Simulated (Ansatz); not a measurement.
# Ag in Ansatz: the effect of functional

Crystal: Ag.

```
Ag
1.0
     2.89040    0.00000    0.00000
    -1.44520    2.50316    0.00000
     0.00000    0.00000    4.72526
Ag
2
Direct
  0.66667 0.33333 0.75000
  0.33333 0.66667 0.25000
```

This isn't the form of Ag at room conditions, which is fcc.

The cell isn't the ideal one: volume scaled by 0.96.

Alike in all runs:

```yaml
Program: Ansatz 0.2.0
Task: single point
Potentials_or_basis: Ansatz PAW
k_mesh: 10 × 10 × 6
Occupations: fermi-dirac, width 0.05 eV
Spin: no spin polarisation
```

```csv
functional,cutoff,pressure (GPa)
LDA,420 eV (not typed: the program's choice for these potentials),-7.1
PBEsol,420 eV (not typed: the program's choice for these potentials),-2.4
r2SCAN,500 eV (not typed: the program's choice for these potentials),?
```

Task: What does the run with functional r2SCAN give?

Result: Pressure 1.7 GPa.

Caveats: the PAW data sets come from PBE, with cores solved anew for the run's functional, which leaves a small shift of forces and pressure.

Runs at the PBE level aren't shown here.
